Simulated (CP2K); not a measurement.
Crystal: HfO2.

```xyz
6
Lattice="3.5580 0.0000 0.0000 0.0000 3.5580 0.0000 0.0000 0.0000 5.1719" Properties=species:S:1:pos:R:3 pbc="T T T"
Hf    0.0000    0.0000    0.0000
Hf    1.7790    1.7790    2.5859
O     0.0000    1.7790    1.0199
O     1.7790    0.0000    1.5660
O     1.7790    0.0000    4.1519
O     0.0000    1.7790    3.6059
```

Measurements of this composition are mostly on another form, of space group No. 14.

Program: CP2K 2026.2. Alike in all runs: no spin polarisation; cell as given; k mesh 8 × 8 × 5; smearing fermi-dirac 0.05 eV.

Problem. Order these runs on this cell by their pressure, lowest first.
A. level PBE; potentials or basis GTH_POTENTIALS Hf GTH-PBE-q12, O GTH-BLYP-q6; DZVP-MOLOPT-SR-GTH basis; EPS_DEFAULT 1.0E-9; NGRIDS 5; points a segment of the path (NPOINTS) 6; bands added on the path 6; CUTOFF of the grids 600 Ry
B. level LDA; potentials or basis GTH_POTENTIALS Hf GTH-PADE-q12, O GTH-PADE-q6; TZVP-MOLOPT-PBE-GTH basis; EPS_DEFAULT 1.0E-9; NGRIDS 4; points a segment of the path (NPOINTS) 8; bands added on the path 6; CUTOFF of the grids 600 Ry
C. level PBEsol; potentials or basis POTENTIAL_UZH Hf GTH-PBE-q12, O GTH-PBE-q6; TZVP-MOLOPT-PBE-GTH basis; EPS_DEFAULT 1.0E-10; NGRIDS 4; CUTOFF of the grids 600 Ry
D. level BLYP; potentials or basis POTENTIAL_UZH Hf GTH-PBE-q12, O GTH-PBE-q6; DZVP-MOLOPT-PBE-GTH basis; EPS_DEFAULT 1.0E-9; NGRIDS 5; points a segment of the path (NPOINTS) 6; bands added on the path 6; CUTOFF of the grids 850 Ry
E. level r2SCAN; potentials or basis POTENTIAL_UZH Hf GTH-SCAN-q12, O GTH-SCAN-q6; TZVP-MOLOPT-SCAN-GTH basis; EPS_DEFAULT 1.0E-10; NGRIDS 5; points a segment of the path (NPOINTS) 6; bands added on the path 2; CUTOFF of the grids 850 Ry

Solution. B (-26.8 GPa), E (-4.7 GPa), C (-2.5 GPa), A (2.1 GPa), D (10.5 GPa).

Caveats: the basis of atomic orbitals isn't converged, which shifts pressures, moduli and gaps; the potentials were made for another functional, which shifts forces and pressure (some runs); so large a pressure means that the cell lies far from this level's equilibrium, or that cutoff or potentials fall short (some runs).

Not every run made on this cell is shown here.
